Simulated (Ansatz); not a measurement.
## Moving spin-orbit coupling in HfC

The structure is hexagonal, space group P6_3/mmc (No. 194). Conventional cell: a = 3.343 Å, b = 3.343 Å, c = 5.203 Å, α = 90.00°, β = 90.00°, γ = 120.00°. Hf (site symmetry -6m2) is surrounded by 6 C at 2.33 Å. C (site symmetry -3m) has 6 Hf at 2.33 Å and 2 C at 2.60 Å as nearest neighbours.

The cell comes from a database or a generator and needn't be the stable form of this composition.

Kept alike: task band structure; functional PBEsol; k mesh 9 × 9 × 5; occupations fermi-dirac, width 0.05 eV. Program: Ansatz, Ansatz PAW, cutoff 420 eV. The mesh is that of the run's cell of 4 atoms.

```csv
spin-orbit coupling,pressure (GPa)
off,-7.37
on,-7.88
```

Pressure is positive in compression, with a Pulay correction for the finite cutoff. For a metal such a mesh leaves the last digits unconverged. All rows use potentials made for PBE.

Task: What does spin-orbit coupling change here?

Result: The pressure runs from -7.88 (on) to -7.37 GPa (off).
